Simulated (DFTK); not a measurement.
Runs of DFTK 0.8.2 on HfC. Symmetry: Fm-3m, No. 225, cubic system. The conventional cell has a = 4.650 Å, b = 4.650 Å, c = 4.650 Å, α = 90.00°, β = 90.00°, γ = 90.00°. Hf (site symmetry m-3m) is surrounded by 6 C at 2.33 Å. Around C (site symmetry m-3m) lie 6 Hf at 2.33 Å. 

```tsv
task	level	potentials or basis	k mesh	cutoff (eV)	valence electrons	mesh quality	gap on the mesh (eV)	V0 of scaled cells (Å³/atom)	B0 (GPa)
equation of state	LDA	dojo.nc.sr.lda.v0_4_1.standard.upf (LDA)	7 × 7 × 7	1116	C 4, Hf 12	not flagged	-	(b)	267
equation of state	PBE	dojo.nc.sr.pbe.v0_4_1.standard.upf (PBE)	10 × 10 × 10	1116	C 4, Hf 12	not flagged	-	12.59	237
equation of state	RPBE	dojo.nc.sr.pbe.v0_5.stringent.upf (PBE)	6 × 6 × 6	1796	C 4, Hf 26	coarse	-	12.78	(a)
band structure	PBEsol	SPMS 1.0 (PBE)	10 × 10 × 10	816	C 4, Hf 12	not flagged	none	-	-
band structure	TASK	SG15 1.2 (PBE)	6 × 6 × 6	1225	C 4, Hf 26	coarse	none	-	-
```

Alike in all rows: no spin polarisation; cell as given; smearing fermi-dirac 0.05 eV.

Fill in the values left out.

(a) 224; (b) 11.87.

Caveats: some runs use coarse meshes; the potentials were made for another functional, which shifts forces and pressure (some runs).

A k mesh can miss the band edges, and the runs leave out spin-orbit coupling on Hf.

A gap of «none» marks a metal or a gap under the smearing width.

Not every run made on this cell is shown here.
